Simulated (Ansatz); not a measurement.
Task: a band structure of InSe, space group C2/m, with Ansatz 0.2.0 through its Python package. Give the script and its output. Settings: LDA, PAW, cutoff 470 eV, 6×6×4 k-points, Fermi-Dirac smearing of 0.01 eV.

`inse.vasp`
```text
InSe
1.0
   5.86790313   -2.05500000    0.00000000
   5.86790313    2.05500000    0.00000000
  -1.59941497    0.00000000    4.32365259
In Se
2 2
Direct
   0.88400000    0.88400000    0.00500000
   0.11600000    0.11600000    0.99500000
   0.66000000    0.66000000    0.64200000
   0.34000000    0.34000000    0.35800000
```

The script, `bands_inse.py`:
```python
# -*- coding: utf-8 -*-
"""Band structure of InSe."""

import warnings

import ansatz as az
from ase.io import read
import numpy as np
import pandas as pd

warnings.simplefilter("ignore", az.DeckWarning)

atoms = read("inse.vasp", format="vasp")
structure = az.Crystal.from_ase(atoms)

# high-symmetry points in fractions of the reciprocal vectors
path = [
    ("C_2", (-0.71514, -0.28486, 0.0)),
    ("Y_2", (-0.5, -0.5, 0.0)),
    ("G", (0.0, 0.0, 0.0)),
    ("M_2", (-0.5, -0.5, 0.5)),
    ("D", (-0.74593, -0.25407, 0.5)),
]
job = (
    structure.calculation()
    .pseudopotentials("paw")
    .kpoints(mesh=(6, 6, 4))
    .basis(470)  # cutoff of the orbital basis
    .occupations("fermi_dirac", width=0.01)
    .functional("lda")
    .band_structure([point for _, point in path], intervals=8)  # levels along the path at the converged density
    .scf(extra_bands=10)
    .bader_charges()  # charges by zero-flux basins
)
session = job.session()
planned = session.plan(threads=1)
res = planned.execute()
rep = res.report

print("%-22s %14.5f eV" % ("F = E - TS", rep["free_energy_ev"]))
print("%-22s %14.5f eV" % ("E", rep["internal_energy_ev"]))
print("%-22s %14.5f eV" % ("Harris-Foulkes", rep["harris_foulkes_ev"]))
print("%-22s %14.5f eV" % ("Fermi level", rep["fermi_energy_ev"]))

basins = res.bader_charges()
frame = pd.DataFrame([(a.symbol, a.partial_charge_e, a.basin.volume_ang3) for a in basins.atoms], columns=["atom", "charge (e)", "volume (A^3)"])
print(frame.round(3).to_string())
print("sum of charges", round(frame["charge (e)"].sum(), 4), " sum of volumes", round(frame["volume (A^3)"].sum(), 3))

bands = res.band_structure()
fermi = bands.fermi_energy_ev
print(f"zero of the bands: {fermi:.3f} eV, the Fermi level found on the SCF mesh")
for spin, channel in enumerate(bands.channels):
    levels = channel.eigenvalues_ev - fermi
    crossing = [b for b in range(levels.shape[1]) if levels[:, b].min() < 0 < levels[:, b].max()]
    print(f"channel {spin}: bands that cross the Fermi level on this path:", [b + 1 for b in crossing] or "none")
    shown = crossing or sorted(np.argsort(np.abs(levels).min(axis=0))[:2])
    for k, row in zip(bands.kpoints_frac, levels[:, shown]):
        print(f"{k[0]:7.3f} {k[1]:7.3f} {k[2]:7.3f}  ", " ".join(f"{e:8.3f}" for e in row))
```

```console
$ python bands_inse.py
F = E - TS               -21682.61040 eV
E                        -21682.61040 eV
Harris-Foulkes           -21682.61040 eV
Fermi level                   8.56303 eV
  atom  charge (e)  volume (A^3)
0   In       0.703        22.861
1   In       0.703        22.861
2   Se      -0.703        29.276
3   Se      -0.703        29.276
sum of charges 0.0  sum of volumes 104.274
zero of the bands: 8.563 eV, the Fermi level found on the SCF mesh
channel 0: bands that cross the Fermi level on this path: none
 -0.715  -0.285   0.000     -1.550    1.704
 -0.688  -0.312   0.000     -1.519    2.160
 -0.661  -0.339   0.000     -1.402    2.039
 -0.634  -0.366   0.000     -1.243    1.730
 -0.608  -0.392   0.000     -1.095    1.412
 -0.581  -0.419   0.000     -0.969    1.105
 -0.554  -0.446   0.000     -0.875    0.823
 -0.527  -0.473   0.000     -0.818    0.601
 -0.500  -0.500   0.000     -0.799    0.512
 -0.438  -0.438   0.000     -0.875    0.417
 -0.375  -0.375   0.000     -1.071    0.402
 -0.313  -0.313   0.000     -1.144    0.631
 -0.250  -0.250   0.000     -1.236    1.008
 -0.187  -0.187  -0.000     -1.336    1.444
 -0.125  -0.125   0.000     -1.431    1.863
 -0.063  -0.063  -0.000     -1.500    2.176
  0.000   0.000   0.000     -1.526    2.291
 -0.062  -0.062   0.062     -1.511    2.189
 -0.125  -0.125   0.125     -1.470    1.872
 -0.188  -0.188   0.188     -1.108    1.412
 -0.250  -0.250   0.250     -0.633    0.969
 -0.313  -0.313   0.313     -0.422    0.823
 -0.375  -0.375   0.375     -0.625    1.159
 -0.438  -0.438   0.438     -0.869    1.634
 -0.500  -0.500   0.500     -0.950    1.864
 -0.531  -0.469   0.500     -0.779    1.799
 -0.561  -0.439   0.500     -0.651    1.486
 -0.592  -0.408   0.500     -0.779    1.076
 -0.623  -0.377   0.500     -1.092    0.754
 -0.654  -0.346   0.500     -1.419    0.587
 -0.684  -0.316   0.500     -1.545    0.552
 -0.715  -0.285   0.500     -1.603    0.584
 -0.746  -0.254   0.500     -1.681    0.622
```

Caveats:
- Total energies depend on the potentials; only differences at equal settings carry meaning. A total without «per atom» is that of the cell as typed.
- Only differences from the Fermi energy are physical; the zero of the scale is a convention.
- Bader volumes count only the part of each basin above a small density, so their sum can fall short of the cell.
- This is a high-temperature or high-pressure form, not the ambient phase.
- In a crystal with a gap the Fermi level's place inside it depends on smearing and mesh.
- The structure is a deposited one; some such entries were measured under pressure or heat, so a shift against it needn't be the functional's error alone.
- Levels are Kohn-Sham eigenvalues on this mesh, without spin-orbit coupling.
- By the engine's processor time: 40 s on 1 thread of Intel(R) Xeon(R) Processor @ 2.30GHz (shared host), peak memory 0.73 GiB.
